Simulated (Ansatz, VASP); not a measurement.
**TiH4 in VASP and in Ansatz**

```
CELL_PARAMETERS angstrom
-2.12518 2.12518 2.12518
2.12518 -2.12518 2.12518
2.12518 2.12518 -2.12518
ATOMIC_POSITIONS crystal
Ti 0.00000 0.00000 0.00000
H 0.50000 0.50000 0.50000
H 0.00000 0.00000 0.50000
H 0.00000 0.50000 0.00000
H 0.50000 0.00000 0.00000
```

Alike in both runs: functional PBE; k mesh 6 × 6 × 6; occupations gaussian, width 0.1 eV; no spin polarisation.

Ansatz relaxed the structure, and its values are those at the end. VASP's run is a single point on that final structure, the one shown.

```csv
,VASP,Ansatz
version,VASP 6.6.1,Ansatz 0.2.0
potentials or method,"VASP PAW PBE potentials, release 64 (Ti_sv, H)","scalar-relativistic, plane waves, PAW"
plane-wave cutoff (eV),520,420
valence electrons in the cell,16,16
```

Ansatz gave:

```
gap on the k mesh at the Fermi level (eV) : none
pressure (GPa)                            : 0.3
```

What did VASP give for the same quantities?

gap on the k mesh at the Fermi level (eV): none; pressure (GPa): 0.1.

A gap of «none» marks a metal or a gap that the smearing closes. With one functional, cell and mesh, what is left measures potentials, basis and numerics.
